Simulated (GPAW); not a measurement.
The system is Cu.

```
Cu
1.0
     0.00000    1.80750    1.80750
     1.80750    0.00000    1.80750
     1.80750    1.80750    0.00000
Cu
1
Direct
  0.00000 0.00000 0.00000
```

```yaml
Program: GPAW 26.7.0
Task: relaxation of cell and atoms
Functional: PBEsol
Potentials_or_basis: PAW data sets generated in the run's folder for this functional
Cutoff: 600 eV
Basis: pw
k_mesh: 13 × 13 × 13
Occupations: fermi-dirac, width 0.05 eV
Spin: no spin polarisation
```

At the start: pressure -4.7 GPa; volume 11.81 Å³/atom.

Task: Where does the relaxation end?

Result: Over 3 steps the energy falls by 5.0 meV/atom and the volume is 11.44 Å³/atom (-3.1 %); space group Fm-3m (No. 225, to 0.05 Å).

Step by step:
```
step  energy change (eV)  largest force (eV/Å)  pressure (GPa)  volume (Å³)
   1              0.0000                0.0000           -4.74        11.81
   2             -0.0038                0.0000           -2.56        11.63
   3             -0.0050                0.0000            0.13        11.44
```

Final structure:
```
Cu
1.0
     0.00000    1.78833    1.78833
     1.78833    0.00000    1.78833
     1.78833    1.78833    0.00000
Cu
1
Direct
  0.00000 0.00000 0.00000
```

Caveat: with this Cu data set, volumes or pressures lay over 1.5 % or 2 GPa off other programs in two to four cells of ten; later steps reuse the first step's grids.
